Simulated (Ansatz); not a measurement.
# Li2O: the cost of one run

The runs shown are made with Ansatz 0.2.0. G0W0, plane waves. Computed at 0 K without zero-point motion; spin polarisation is off.

## 1. The cell

The cell was relaxed beforehand with r2SCAN.

Space group Fm-3m (No. 225), cubic; a = 4.573 Å in the conventional setting, 7.97 Å³ an atom. O has 8 Li at 1.98 Å; Li has 4 O at 1.98 Å.

As a file:

```xyz
3
Lattice="0.0000 2.2864 2.2864 2.2864 0.0000 2.2864 2.2864 2.2864 0.0000" Properties=species:S:1:pos:R:3 pbc="T T T"
O     0.0000    0.0000    0.0000
Li    1.1432    1.1432    1.1432
Li    3.4296    3.4296    3.4296
```

## 2. 38 empty bands, 80 eV

Contents of input.yaml:

```yaml
crystal:
  lattice:
    - [0.0, 2.2863684601, 2.2863684601]
    - [2.2863684601, 0.0, 2.2863684601]
    - [2.2863684601, 2.2863684601, 0.0]
  atoms:
    - { symbol: O, position: [0.0, 0.0, 0.0] }
    - { symbol: Li, position: [0.25, 0.25, 0.25] }
    - { symbol: Li, position: [0.75, 0.75, 0.75] }
kpoints:
  mp_grid: { grid: [6, 6, 6] }
hamiltonian:
  xc: pbe
scf:
  occupations: { method: fixed }
gw:
  n_empty_bands: 38
  ecut_chi: 80
  qp_bands: [v2, c2]
  qp_kpoints: band_edges
  screening: { model: contour_deformation }
```

Run with:

```console
$ ansatz run input.yaml --threads 2 --pin off --max-ram 3686MiB --backend cpu --events-out ev --progress --plain --runs-dir out
```

What time and memory should one allow on 2 threads of Arm Neoverse V1, shared host?

About 5.6 s, with a peak of 0.26 GiB.
